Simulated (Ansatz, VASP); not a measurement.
## Two plane-wave programs on Te2Mo

```xyz
3
Lattice="3.5602 0.0000 0.0000 -1.7801 3.0833 0.0000 0.0000 0.0000 17.5241" Properties=species:S:1:pos:R:3 pbc="T T T"
Te    0.0000    2.0555   15.7341
Te    0.0000    2.0555    1.7900
Mo    0.0000    0.0000    0.0000
```

Alike in both runs: task single point; functional PBEsol; k mesh 6 × 6 × 1; occupations gaussian, width 0.1 eV; no spin polarisation.

|  | VASP | Ansatz |
| --- | --- | --- |
| version | VASP 6.6.1 | Ansatz 0.2.0 |
| potentials or method | VASP PAW PBE potentials, release 64 (Te, Mo_sv) | scalar-relativistic, plane waves, PAW |
| plane-wave cutoff (eV) | 520 | 420 |
| valence electrons in the cell | 26 | 46 |

```csv
,VASP,Ansatz,Ansatz less VASP
gap on the k mesh at the Fermi level (eV),1.05,1.05,+0.001
least direct gap on the mesh (eV),1.05,1.05,+0.001
rms of the force components (eV/Å),0.066,0.080,+0.0138
```

Atom by atom the forces differ by 0.014 eV/Å (rms over components). With one functional, cell and mesh, what is left measures potentials, basis and numerics. The two sets of potentials don't hold the same shells in valence.

Caveats: the PAW data sets were made with another functional, which shifts forces and pressure a little (VASP); spin-orbit coupling is left out, which moves the levels of the heavy elements. As with any semilocal functional, this PBEsol gap is likely too small.
